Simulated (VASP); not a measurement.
# ZnS (Wurtzite-2H) (P6_3mc) in VASP: further runs

ZnS (Wurtzite-2H) is run at these levels: RPBE+D3(BJ), BLYP+D3(BJ), LDA; tasks: single point.

All numbers are computed with VASP 6.6.1; they aren't measurements. Logs are shortened: lines on timing, memory, paths and dates and some standing lists are left out, and cuts for length are marked.

**The experiment to reproduce.**

A printed reference work, monograph reports, for a bulk crystal of ZnS at 4 K: band gap 3.911 eV (direct).

The runs below are set against these values where they give the same quantity.

## Step 1: The cell of the first run

The structure is hexagonal, space group P6_3mc (No. 186). The conventional cell has a = 3.712 Å, b = 3.712 Å, c = 6.076 Å, α = 90.00°, β = 90.00°, γ = 120.00°. Zn (site symmetry 3m) has 4 S at 2.27 to 2.28 Å within 3.0 Å. S (site symmetry 3m) has 4 Zn at 2.27 to 2.28 Å within 3.0 Å.

## Step 2: Single point, RPBE+D3(BJ)

INCAR reads:

```
PREC = Accurate
ENCUT = 520
EDIFF = 1E-6
ISMEAR = -1
SIGMA = 0.05
LREAL = False
LASPH = True
NELM = 80
ALGO = Normal
ISIF = 2
LWAVE = False
LCHARG = False
GGA = RP
IVDW = 12
NBANDS = 26
```

KPOINTS reads:

```
Automatic mesh
0
Gamma
  8 8 5
```

POSCAR reads:

```
ZnS
1.0
    3.7122295705      0.0000000000      0.0000000000
   -1.8561147852      3.2148851127      0.0000000000
    0.0000000000      0.0000000000      6.0763851230
Zn S
2 2
Direct
    0.6666666667      0.3333333333      0.5051100365
    0.3333333333      0.6666666667      0.0051100365
    0.6666666667      0.3333333333      0.8798899635
    0.3333333333      0.6666666667      0.3798899635
```

Potentials or basis: VASP PAW PBE potentials, release 64 (Zn, S).

Command:

```
> cat potpaw_PBE.64/Zn/POTCAR potpaw_PBE.64/S/POTCAR > POTCAR
> mpirun -np 1 vasp_std > vasp.out
```

OUTCAR:

```text
PREC = Accurate
   ENCUT = 520
   EDIFF = 1E-6
   ISMEAR = -1
   LREAL = False
   LASPH = True
   NELM = 80
   ISIF = 2
   GGA = RP
   IVDW = 12
 IVDW          = 12

 ion  position               nearest neighbor table
   1  0.667  0.333  0.505-   4 2.27   4 2.27   4 2.27   3 2.28
   2  0.333  0.667  0.005-   3 2.27   3 2.27   3 2.27   4 2.28
   3  0.667  0.333  0.880-   2 2.27   2 2.27   2 2.27   1 2.28
   4  0.333  0.667  0.380-   1 2.27   1 2.27   1 2.27   2 2.28

  LATTYP: Found a hexagonal cell.
 ALAT       =     3.7122295705
 C/A-ratio  =     1.6368559669

  Lattice vectors:

 A1 = (   3.7122295705,   0.0000000000,   0.0000000000)
 A2 = (  -1.8561147852,   3.2148851127,   0.0000000000)
 A3 = (   0.0000000000,   0.0000000000,   6.0763851230)

Analysis of symmetry for initial positions (statically):
=====================================================================
 Subroutine PRICEL returns:
 Original cell was already a primitive cell.

 Routine SETGRP: Setting up the symmetry group for a
 hexagonal supercell.

 Subroutine GETGRP returns: Found 12 space group operations
 (whereof  6 operations were pure point group operations)
 out of a pool of 24 trial point group operations.

The static configuration has the point symmetry C_3v.
 The point group associated with its full space group is C_6v.

Analysis of symmetry for dynamics (positions and initial velocities):
=====================================================================
 Subroutine PRICEL returns:
 Original cell was already a primitive cell.

 Routine SETGRP: Setting up the symmetry group for a
 hexagonal supercell.

 Subroutine GETGRP returns: Found 12 space group operations
 (whereof  6 operations were pure point group operations)
 out of a pool of 24 trial point group operations.

The dynamic configuration has the point symmetry C_3v.
 The point group associated with its full space group is C_6v.

 Subroutine INISYM returns: Found 12 space group operations
 (whereof  6 operations are pure point group operations),
 and found     1 'primitive' translations

----------------------------------------------------------------------------------------

                                     Primitive cell

[... 89 lines left out ...]
   LNONCOLLINEAR =      F non collinear calculations
   LSORBIT =      F    spin-orbit coupling
   LASPH  =      T    aspherical Exc in radial PAW
   ENCUT  =  520.0 eV  38.22 Ry    6.18 a.u.   6.90  6.90 11.30*2*pi/ulx,y,z
   NELM   =     80;   NELMIN=  2; NELMDL= -5     # of ELM steps
   EDIFF  = 0.1E-05   stopping-criterion for ELM
   LREAL  =      F    real-space projection
   EDIFFG = 0.1E-04   stopping-criterion for IOM
   NSW    =      0    number of steps for IOM
   IBRION =     -1    ionic relax: 0-MD 1-quasi-New 2-CG
   NFREE  =      0    steps in history (QN), initial steepest desc. (CG)
   ISIF   =      2    stress and relaxation
   ISYM   =      2    0-nonsym 1-usesym 2-fastsym
   POTIM  = 0.5000    time-step for ionic-motion
   TEBEG  =    0.0;   TEEND  =   0.0 temperature during run
   PSTRESS=    0.0 pullay stress
   NELECT =      36.0000    total number of electrons
   NUPDOWN=      -1.0000    fix difference up-down
   EMIN   =  10.00;   EMAX   =-10.00  energy-range for DOS
   EFERMI =   0.00;   METHOD = LEGACY
   ISMEAR =    -1;   SIGMA  =   0.05  broadening in eV -4-tet -1-fermi 0-gaus
   EFERMI_NEDOS =   21; number of points for ismear=-14 and -15
   IALGO  =     38    algorithm
   IMIX   =      4    mixing-type and parameters
     AMIX     =   0.40;   BMIX     =  1.00
     AMIX_MAG =   1.60;   BMIX_MAG =  1.00
  volume/ion in A,a.u.               =      18.13       122.34
  Fermi-wavevector in a.u.,A,eV,Ry     =   1.296265  2.449586 22.861911  1.680303
  Thomas-Fermi vector in A             =   2.427732
   LORBIT       =      0    0 simple, 1 ext, 2 COOP (PROOUT), +10 PAW based schemes
   GGA     = RP    functional components
   LHFCALC =     F    Hartree Fock is set to
   AEXX    =    0.0000 exact exchange contribution
   IVDW    =    12    specifies the selected vdW correction
   LEPSILON=     F    determine dielectric tensor
   LRPA    =     F    only Hartree local field effects (RPA)
 non-spin polarized calculation
  energy-cutoff  :      520.00
  volume of cell :       72.52
 maximum number of plane-waves:      1972
 NGX is ok and might be reduce to    28
   NGX = 13   NGY = 13   NGZ = 23

 number of electron      36.0000006 magnetization

 Free energy of the ion-electron system (eV)
  ---------------------------------------------------
  ext. energy  EPLUGINS =         0.00000000
  ---------------------------------------------------
  free energy    TOTEN  =       -12.00883409 eV

  energy without entropy =      -12.00883409  energy(sigma->0) =      -12.00883409

 E-fermi :   4.0573     XC(G=0):  -9.8238

 val. band max:        3.0597675106   @ k =   0.0000   0.0000   0.0000
 cond. band min:       5.8080704172   @ k =   0.0000   0.0000   0.0000
 fundamental gap:      2.7483029066
 Fermi energy:         4.0572809284

 k-point     1 :       0.0000    0.0000    0.0000
  band No.  band energies     occupation
      1     -10.7171      2.00000
      2      -9.6291      2.00000
      3      -3.6104      2.00000
      4      -3.5960      2.00000
      5      -3.5960      2.00000
      6      -3.4999      2.00000
[... 685 lines left out ...]
     25      12.5643      0.00000
     26      12.6825      0.00000

 [... further k-points ...]

------------------------ aborting loop because EDIFF is reached ----------------------------------------

 Edisp (eV)   -4.90732

 E8    (eV) :    -2.7963

  FORCE on cell =-STRESS in cart. coord.  units (eV):
  Direction    XX          YY          ZZ          XY          YZ          ZX
  --------------------------------------------------------------------------------------
  -------------------------------------------------------------------------------------
  Total       0.08561     0.08561     0.08625     0.00000     0.00000     0.00000
  in kB       1.89148     1.89148     1.90549     0.00000     0.00000     0.00000
  external pressure =        1.90 kB  Pullay stress =        0.00 kB

 VOLUME and BASIS-vectors are now :
 -----------------------------------------------------------------------------
  energy-cutoff  :      520.00
  volume of cell :       72.52
      direct lattice vectors                 reciprocal lattice vectors
     3.712229570  0.000000000  0.000000000     0.269379892  0.155526553  0.000000000
    -1.856114785  3.214885113  0.000000000     0.000000000  0.311053106  0.000000000
     0.000000000  0.000000000  6.076385123     0.000000000  0.000000000  0.164571531

 POSITION                                       TOTAL-FORCE (eV/Angst)
 -----------------------------------------------------------------------------------
      1.85611      1.07163      3.06924         0.000000      0.000000      0.000712
     -0.00000      2.14326      0.03105        -0.000000      0.000000      0.000712
      1.85611      1.07163      5.34655         0.000000      0.000000     -0.000712
     -0.00000      2.14326      2.30836         0.000000     -0.000000     -0.000712
 -----------------------------------------------------------------------------------
    total drift:                               -0.000001     -0.000001     -0.000555

  FREE ENERGIE OF THE ION-ELECTRON SYSTEM (eV)
  ---------------------------------------------------
  free  energy   TOTEN  =       -16.9161543625 eV

  energy  without entropy=      -16.9161543624  energy(sigma->0) =      -16.91615436
```

It took 20 s on 1 thread of Intel Xeon 6975P-C (Granite Rapids), shared host; peak memory 0.21 GiB.

Results:

```yaml
Free_energy: -16.9162 eV
Pressure: 0.2 GPa
Band_gap_on_the_k_mesh: 2.75 eV, direct
Dispersion_energy_per_atom: -1.227 eV
```

Caveat: the PAW data sets were made with another functional, which shifts forces and pressure a little.

## Step 3: Single point, BLYP+D3(BJ)

This run uses another cell than the first one, of 18.43 Å³/atom, 1.016 times its volume.

INCAR reads:

```
SYSTEM = ZnS
PREC     = Accurate       ! precision mode
ENCUT    = 520            ! plane-wave cutoff, eV
EDIFF    = 1E-7           ! SCF threshold, eV
ISMEAR   = -1             ! smearing method
SIGMA    = 0.05           ! smearing width, eV
LREAL    = .FALSE.        ! projectors in reciprocal space
LASPH    = .TRUE.         ! aspherical terms in the spheres
NELM     = 100            ! most SCF steps
ALGO     = Normal         ! electronic algorithm
ISIF     = 2              ! what is computed and relaxed
LWAVE    = .FALSE.        ! write WAVECAR
LCHARG   = .TRUE.         ! write CHGCAR
GGA      = B5             ! functional
ALDAX    = 1.0          
AGGAX    = 1.0          
AGGAC    = 1.0          
ALDAC    = 0.0          
IVDW     = 12             ! dispersion correction
VDW_S6   = 1.0          
VDW_S8   = 2.6996       
VDW_A1   = 0.4298       
VDW_A2   = 4.2359       
LELF     = .TRUE.         ! ELF
LVHAR    = .TRUE.       
NBANDS   = 26             ! bands
```

KPOINTS reads:

```
regular mesh
0
G
  8 8 5
  0 0 0
```

POSCAR reads:

```
ZnS
1.0
    3.7332026603      0.0000000000      0.0000000000
   -1.8666013302      3.2330483413      0.0000000000
    0.0000000000      0.0000000000      6.1067398017
Zn S
2 2
Direct
    0.6666666667      0.3333333333      0.5000000000
    0.3333333333      0.6666666667      0.0000000000
    0.6666666667      0.3333333333      0.8850000000
    0.3333333333      0.6666666667      0.3850000000
```

Potentials or basis: VASP PAW PBE potentials, release 64 (Zn, S).

Command:

```
> cat potpaw_PBE.64/Zn/POTCAR potpaw_PBE.64/S/POTCAR > POTCAR
> mpirun -np 1 vasp_std > vasp.out
```

Wall time 31 s (1 thread of Intel Xeon 6975P-C (Granite Rapids), shared host); peak memory 0.21 GiB.

Results (log left out):

```yaml
Free_energy: -14.1006 eV
Pressure: 5.5 GPa
Largest_force: 0.434 eV/Å
Band_gap_on_the_k_mesh: 2.58 eV, direct
Dispersion_energy_per_atom: -0.719 eV
```

Forces in eV/Å, atoms in the order of the input:
```
Zn   0.000  0.000  0.434
Zn   0.000  0.000  0.434
S    0.000  0.000 -0.434
S    0.000  0.000 -0.434
```

Stress tensor (GPa, compression positive):
```
6.47 0.00 0.00
0.00 6.47 0.00
0.00 0.00 3.57
```

Levels at points of the mesh, in eV from the valence-band top:
```csv
k point,band 16,band 17,band 18,band 19,band 20,band 21
"(0.00, 0.00, 0.00)",0.00,0.00,0.00,2.58,3.15,6.31
"(0.50, 0.00, 0.00)",-2.43,-1.69,-1.06,3.65,4.46,5.26
```

Caveat: the PAW data sets were made with another functional, which shifts forces and pressure a little.

## Step 4: Single point, LDA

This run uses another cell than the first one, of 18.43 Å³/atom, 1.016 times its volume.

INCAR reads:

```
PREC = Accurate
ENCUT = 520
EDIFF = 1E-7
ISMEAR = -1
SIGMA = 0.05
LREAL = False
LASPH = True
NELM = 100
ALGO = Normal
ISIF = 2
LWAVE = False
LCHARG = True
GGA = CA
LELF = True
LVHAR = True
NBANDS = 26
```

KPOINTS reads:

```
Automatic mesh
0
Gamma
  8 8 5
```

POSCAR is that of step 3.

Potentials or basis: VASP PAW LDA potentials, release 64 (Zn, S).

Command:

```
> cat potpaw_LDA.64/Zn/POTCAR potpaw_LDA.64/S/POTCAR > POTCAR
> mpirun -np 1 vasp_std > vasp.out
```

Wall time 21 s (1 thread of Intel Xeon 6975P-C (Granite Rapids), shared host); peak memory 0.18 GiB.

Results (log left out):

| Property | Result |
| --- | --- |
| Free energy | -16.3744 eV |
| Pressure | 1.2 GPa |
| Largest force | 0.377 eV/Å |
| Band gap on the k mesh | 2.32 eV, direct |

Forces in eV/Å, atoms in the order of the input:
```
Zn   0.000  0.000  0.377
Zn   0.000  0.000  0.377
S    0.000  0.000 -0.377
S    0.000  0.000 -0.377
```

Stress tensor (GPa, compression positive):
```
 2.08  0.00  0.00
 0.00  2.08  0.00
 0.00  0.00 -0.44
```

Levels at points of the mesh, in eV from the valence-band top:
| k point | band 14 | band 15 | band 16 | band 17 | band 18 | band 19 | band 20 | band 21 | band 22 | band 23 |
| --- | --- | --- | --- | --- | --- | --- | --- | --- | --- | --- |
| (0.00, 0.00, 0.00) | -0.95 | -0.95 | 0.00 | 0.00 | 0.00 | 2.32 | 2.93 | 6.11 | 6.11 | 6.44 |
| (0.50, 0.00, 0.00) | -4.54 | -3.51 | -2.50 | -1.78 | -1.08 | 3.37 | 4.27 | 4.97 | 6.98 | 7.53 |

## Step 5: Summary

| level | potentials or basis | cell | gap on the mesh (eV) | pressure (GPa) | largest force (eV/Å) |
| --- | --- | --- | --- | --- | --- |
| RPBE+D3(BJ) | VASP PAW PBE potentials, release 64 (Zn, S) | a = 3.712, b = 3.712, c = 6.076 Å, angles 90.0, 90.0, 120.0°, 4 atoms | 2.75 | 0.2 | - |
| BLYP+D3(BJ) | VASP PAW PBE potentials, release 64 (Zn, S) | a = 3.733, b = 3.733, c = 6.107 Å, angles 90.0, 90.0, 120.0°, 4 atoms | 2.58 | 5.5 | 0.43 |
| LDA | VASP PAW LDA potentials, release 64 (Zn, S) | a = 3.733, b = 3.733, c = 6.107 Å, angles 90.0, 90.0, 120.0°, 4 atoms | 2.32 | 1.2 | 0.38 |

Alike in all rows: task single point; no spin polarisation; k mesh 8 × 8 × 5; cutoff (eV) 520; smearing fermi-dirac 0.05 eV.

Caveats: the PAW data sets were made with another functional, which shifts forces and pressure a little (some runs).

Total energies depend on the potentials used, so only differences within one code and one set of settings carry meaning.

## Step 6: Comparison with measurements

Step 2. A measured gap of ZnS is 3.911 eV (direct; 4 K; a printed reference work, monograph); the calculated 2.75 eV misses it by -1.16 eV. The value is that of RPBE+D3(BJ), without temperature or zero-point motion. Semilocal functionals fall short of measured gaps as a rule.

Step 4. Against the measured gap of ZnS, 3.911 eV (direct; 4 K; a printed reference work, monograph), the calculated 2.32 eV is off by -1.59 eV. The value is that of LDA, without temperature or zero-point motion. Semilocal functionals fall short of measured gaps as a rule.
